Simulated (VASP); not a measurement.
# ZnO: kinetic-energy density

ZnO, P6_3mc (no. 186), 4 atoms in the cell. PBE; PAW potentials Zn, O (PBE set).

## Input

INCAR:
```
PREC = Accurate ; ENCUT = 520
EDIFF = 1E-7 ; ISMEAR = 0
SIGMA = 0.02 ; LREAL = F
LASPH = T ; ALGO = Normal
NELM = 100 ; ISIF = 2
LWAVE = F ; LCHARG = T
LTAU = T
```

KPOINTS:
```
k-points
0
Gamma
  8 8 5
```

POSCAR:
```
ZnO
1.0
    3.2493080000      0.0000000000      0.0000000000
   -1.6246540000      2.8139832727      0.0000000000
    0.0000000000      0.0000000000      5.2057090000
Zn O
2 2
Direct
    0.6666666667      0.3333333333      0.0000000000
    0.3333333333      0.6666666667      0.5000000000
    0.3333333333      0.6666666667      0.8790100000
    0.6666666667      0.3333333333      0.3790100000
```

Commands:
```
cat potpaw_PBE.64/Zn/POTCAR potpaw_PBE.64/O/POTCAR > POTCAR
mpirun -np 1 vasp_std > vasp.out
```

## Result

- Kinetic energy of the pseudo orbitals (eV): 608.13

VASP 6.6.1 took 13 s on 1 core (Intel Xeon 6975P-C (Granite Rapids)), a shared host.
